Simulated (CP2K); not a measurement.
Runs of CP2K 2026.2 on MgSe. Symmetry: Fm-3m, No. 225, cubic system. Conventional cell: a = 5.451 Å, b = 5.451 Å, c = 5.451 Å, α = 90.00°, β = 90.00°, γ = 90.00°. Se (site symmetry m-3m) is surrounded by 6 Mg at 2.73 Å. Mg (site symmetry m-3m) is surrounded by 6 Se at 2.73 Å. 

| task | level | potentials or basis | smearing | EPS_DEFAULT | NGRIDS | points a segment of the path (NPOINTS) | bands added on the path | gap on the mesh (eV) | pressure (GPa) |
| --- | --- | --- | --- | --- | --- | --- | --- | --- | --- |
| single point | PBE | POTENTIAL_UZH Se GTH-PBE-q6, Mg GTH-PBE-q10; TZVP-MOLOPT-PBE-GTH basis | fermi-dirac 0.05 eV | 1.0E-10 | 5 | - | - | 1.70 | 3.9 |
| band structure | TB-mBJ | POTENTIAL_UZH Se GTH-PBE-q6, Mg GTH-PBE-q10; TZVP-MOLOPT-PBE-GTH basis | fermi-dirac 0.0259 eV | 1.0E-10 | 5 | 6 | 4 | 1.91 | - |
| band structure | PBEsol | POTENTIAL_UZH Se GTH-PBE-q6, Mg GTH-PBE-q10; TZVP-MOLOPT-PBE-GTH basis | fermi-dirac 0.0259 eV | 1.0E-10 | 5 | 6 | 2 | 1.58 | 2.5 |
| band structure | r2SCAN | POTENTIAL_UZH Se GTH-SCAN-q6, Mg GTH-SCAN-q10; TZVP-MOLOPT-SCAN-GTH basis | fermi-dirac 0.0259 eV | 1.0E-10 | 4 | 6 | 6 | 2.42 | (b) |
| band structure | LDA | GTH_POTENTIALS Se GTH-PADE-q6, Mg GTH-PADE-q10; TZVP-MOLOPT-PBE-GTH basis | fermi-dirac 0.05 eV | 1.0E-9 | 4 | 8 | 6 | (a) | (c) |

Alike in all rows: no spin polarisation; cell as given; k mesh 8 × 8 × 8.

Problem. Estimate the missing entries.

Solution. (a) 1.52; (b) 1.8; (c) -0.1.

Caveats: the basis of atomic orbitals isn't converged, which shifts pressures, moduli and gaps; the potentials were made for another functional, which shifts forces and pressure (some runs); this is a model potential without an energy functional, so only levels have meaning (some runs).

A k mesh can miss the band edges, and the runs leave out spin-orbit coupling on Se.

Not every run made on this cell is shown here.
